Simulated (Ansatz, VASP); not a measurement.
**Cu: VASP beside Ansatz**

Contents of INCAR:

```
PREC     = Accurate       # precision mode
ENCUT    = 600            # plane-wave cutoff, eV
EDIFF    = 1E-6           # SCF threshold, eV
ISMEAR   = 0              # smearing method
SIGMA    = 0.1            # smearing width, eV
LREAL    = False          # projectors in reciprocal space
LASPH    = True           # aspherical terms in the spheres
NELM     = 100            # most SCF steps
ALGO     = Normal         # electronic algorithm
ISIF     = 3              # what is computed and relaxed
LWAVE    = False          # write WAVECAR
LCHARG   = False          # write CHGCAR
GGA      = PS             # functional
IBRION   = 2              # ionic algorithm
NSW      = 90             # ionic steps
EDIFFG   = -0.04          # ionic threshold
```

KPOINTS

```
Automatic mesh
0
Gamma
  9 9 8
```

POSCAR

```
Cu
1.0
    2.4315647400      0.0000000000      0.0000000000
   -1.2157823700      2.1057968357      0.0000000000
    0.0000000000      0.0000000000      2.2719933039
Cu
1
Direct
    0.0000000000      0.0000000000      0.0000000000
```

Input for Ansatz:

```yaml
crystal:
  lattice:
    - [2.43156474, 0.0, 0.0]
    - [-1.21578237, 2.1057968357, 0.0]
    - [0.0, 0.0, 2.2719933039]
  atoms:
    - { symbol: Cu, position: [0.0, 0.0, 0.0] }
basis:
  ecutwfc: 420
kpoints:
  mp_grid: { grid: [9, 9, 8] }
hamiltonian:
  xc: pbesol
scf:
  occupations: { method: gaussian, width: 0.1 }
  lower_state_search: "off"
output:
  forces: true
  stress: true
  eigenvalues: true
relax:
  adjacent_minimum: "off"
  f_tol: 0.04
  max_steps: 70
  cell: { stress_tol: 0.4 }
```

Alike in both runs: task relaxation of cell and atoms; functional PBEsol; k mesh 9 × 9 × 8; occupations gaussian, width 0.1 eV; no spin polarisation.

```csv
,VASP,Ansatz
version,VASP 6.6.1,Ansatz 0.2.0
potentials or method,"VASP PAW PBE potentials, release 64 (Cu)","scalar-relativistic, plane waves, PAW"
plane-wave cutoff (eV),600,420
valence electrons in the cell,11,19
```

Ansatz gave:

```
gap on the k mesh at the Fermi level, each at its own relaxed structure (eV) : none
relaxed volume (Å³/atom)                                                     : 12.28
relaxed cell length with the largest relative difference (Å)                 : 2.380
energy change over the relaxation (meV/atom)                                 : -34
```

Question: What did VASP give for the same quantities?

Answer: gap on the k mesh at the Fermi level, each at its own relaxed structure (eV): none; relaxed volume (Å³/atom): 12.34; relaxed cell length with the largest relative difference (Å): 2.386; energy change over the relaxation (meV/atom): -37.

A gap of «none» marks a metal or a gap that the smearing closes. The two sets of potentials don't hold the same shells in valence.

Caveats: the PAW data sets were made with another functional, which shifts forces and pressure a little (VASP).
